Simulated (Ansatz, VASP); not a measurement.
## Cd: VASP beside Ansatz

INCAR

```
PREC = Accurate
ENCUT = 520
EDIFF = 1E-7
ISMEAR = 0
SIGMA = 0.15
LREAL = False
LASPH = True
NELM = 100
ALGO = Fast
ISIF = 2
LWAVE = False
LCHARG = False
GGA = PS
NBANDS = 12
```

Contents of KPOINTS:

```
regular mesh
0
Gamma
  18 18 18
```

POSCAR

```
Cd
1.0
    0.0000000000      2.2514219962      2.2181497500
    2.2181497500      0.0000000000      2.2181497500
    2.2181497500      2.2514219962      0.0000000000
Cd
1
Direct
    0.0000000000      0.0000000000      0.0000000000
```

Input for Ansatz:

```yaml
crystal:
  lattice:
    - [0.0, 2.2514219962, 2.21814975]
    - [2.21814975, 0.0, 2.21814975]
    - [2.21814975, 2.2514219962, 0.0]
  atoms:
    - { symbol: Cd, position: [0.0, 0.0, 0.0] }
basis:
  ecutwfc: 420
kpoints:
  mp_grid: { grid: [18, 18, 18] }
hamiltonian:
  xc: pbesol
scf:
  occupations: { method: gaussian, width: 0.15 }
output:
  forces: true
  stress: true
  eigenvalues: true
```

Change from the starting cell: strain +0.0150 x Voigt [0, 1, 0, 0, 0, 0], atoms carried along.

Alike in both runs: task single point; functional PBEsol; k mesh 18 × 18 × 18; occupations gaussian, width 0.15 eV; no spin polarisation.

|  | VASP | Ansatz |
| --- | --- | --- |
| version | VASP 6.6.1 | Ansatz 0.2.0 |
| potentials or method | VASP PAW PBE potentials, release 64 (Cd) | scalar-relativistic, plane waves, PAW |
| plane-wave cutoff (eV) | 520 | 420 |
| valence electrons in the cell | 12 | 20 |

|  | VASP | Ansatz | Ansatz less VASP |
| --- | --- | --- | --- |
| gap on the k mesh at the Fermi level (eV) | none | none | - |
| pressure (GPa) | -2.5 | -2.8 | -0.30 |
| largest component of the traceless stress (GPa) | 0.32 | 0.32 | -0.003 |

A gap of «none» marks a metal or a gap that the smearing closes. With one functional, cell and mesh, what is left measures potentials, basis and numerics. The two sets of potentials don't hold the same shells in valence.

Caveats: the PAW data sets were made with another functional, which shifts forces and pressure a little (VASP).
